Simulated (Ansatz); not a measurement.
## A series in volume per atom on B

Results calculated with Ansatz 0.2.0, not measured. Periodic Kohn-Sham DFT of a crystal at fixed atoms; pressure and stress are positive in compression; the energy is the free energy less that of spherical unpolarised free atoms; site moments are those in the method's own spheres, positive along +z.

Cell of the first row (space group Im-3m, No. 229):
```
cell vectors (Å)
  -1.1382     1.1382     1.1382
   1.1382    -1.1382     1.1382
   1.1382     1.1382    -1.1382
atoms (fractions of the cell vectors)
B   0.00000  0.00000  0.00000
```

Settings of every row: method frozen-core PAW; functional PBE; relativity scalar; k mesh 18x18x18; filling fermi-dirac; smearing width 0.08 eV; wave cutoff 420 eV; paw set soft_2.

Atom start moment: 0 on all atoms.

Limits: the cell comes from a prototype or a list of computed structures and needn't be the stable phase.

```
row  volume per atom (Å³)  pressure (GPa)
  1                 5.898          10.324
  2                 6.021           4.881
  3                 6.144               ?
  4                 6.267          -4.327
  5                  6.39          -8.138
```

Question: what pressure should row 3 give?

Worked fit of pressure. Take u = (V_r/V)^(2/3) − 1 with V_r = 6.144 Å³ an atom, which is twice the finite (Eulerian) strain; such expansions in the strain, on which the Birch-Murnaghan equation of state is built, carry the rest volume and the bulk modulus. The shown rows have u = 0.02762, 0.01357, -0.01313, -0.02583. Least squares give pressure = 0.008 + 343.647 × u + 1086.8 × u² GPa; a straight line predicts inner rows, each left out in turn, worse (root mean square 0.45 against 0.025 GPa). The rows lie off it by -0.005, 0.010, -0.010, 0.005 (root mean square 0.0079 GPa). The pressure vanishes at u = -0.0000, or V = 6.144 Å³ an atom, and there the bulk modulus at fixed shape and fractions is B = −V dP/dV = (2/3)(1 + u) dP/du = 229 GPa. The withheld row has u = 0, so the fit gives 0.008 + 343.647 × (0) + 1086.8 × (0)² = 0.008 GPa.

The calculation gave 0.001 GPa. The fit lies 0.007 GPa (700 % of the value, 0.038 % of the column's range) above it; its largest miss of a shown row is 0.010 GPa.
